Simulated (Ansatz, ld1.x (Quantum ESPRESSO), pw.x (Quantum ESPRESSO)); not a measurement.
## Co (Z = 27) (fcc): variants of one PAW potential in the solid

ld1.x (Quantum ESPRESSO) 7.5 input, shortened:

```
&input
   title='Co', zed=27., rel=1, dft='PBE', iswitch=3,
   config='[Ar] 3d7 4s2 4p0'
 /
 &inputp
   pseudotype=3, lpaw=.true., tm=.true., lloc=-2, rcloc=2.75,
   nlcc=.true., new_core_ps=.true., rcore=1.00,
   which_augfun='PSQ', rmatch_augfun=1.20
 /
6
4S  1  0   2.00   0.00  2.20  2.95  0.0
4S  1  0   0.00   1.05  2.20  2.95  0.0
4P  2  1   0.00   0.00  3.35  3.60  0.0
4P  2  1   0.00   1.15  3.35  3.60  0.0
3D  3  2   7.00   0.00  1.15  1.60  0.0
3D  3  2   0.00  -0.15  1.15  1.60  0.0
 &test
   configts(1)='3d7 4s2 4p0'
 /
```

Crystal test: fcc Co in pw.x 7.5, no spin, 16³ k-points, Fermi–Dirac smearing 0.01 Ry, cutoffs set for each file from its atomic test. The reference is all-electron LAPW (Ansatz 0.2.0) with the same functional, mesh and smearing; V0 and B0 come from Birch–Murnaghan fits to the pressures at five volumes. Errors are pseudo minus all-electron; Δ is the rms difference of the E(V) curves that follow from these fits, minima aligned, over ±6 % about the mean V0. Mesh and smearing are coarse, so the numbers serve the comparison and aren't converged zero-temperature values; the lattice is a test structure that the element need not adopt. Spin polarisation and strong correlation are left out, which matters for this element.

All-electron: a0 = 3.461 Å (V0 = 10.36 Å³/atom), B0 = 248.3 GPa.

Base: The largest radius (3.60 bohr) exceeds half the bond length (2.31 bohr), so the spheres overlap, which is one possible source of error among others. This is a poor potential for the solid. Atomic configuration tests: 2 of 7 tests not solved or not reliable.

```csv
change,cutoffs (Ry),pw.x,a0 (Å),a0 error (%),B0 error (%),Δ (meV/atom),mean pressure error (GPa)
base,85/680,converged,3.505,+1.29,-9.8,20.3,+8.80
core correction none,85/680,converged,3.511,+1.45,-8.3,23.1,+10.24
core correction Bessel-smoothed model core inside 1.24 bohr,85/680,converged,3.505,+1.29,-9.8,20.3,+8.80
core correction Bessel-smoothed model core inside 1.48 bohr,85/680,converged,3.505,+1.29,-10.4,20.3,+8.83
core correction Bessel-smoothed model core inside 1.90 bohr,85/680,converged,3.505,+1.29,-9.7,20.3,+8.85
```

Problem. Give the row for: core correction Bessel-smoothed model core inside 0.90 bohr.

Solution. pw.x: converged; mean pressure error (GPa): +8.81; a0 (Å): 3.505; a0 error (%): +1.29; B0 error (%): -9.8; Δ (meV/atom): 20.3.
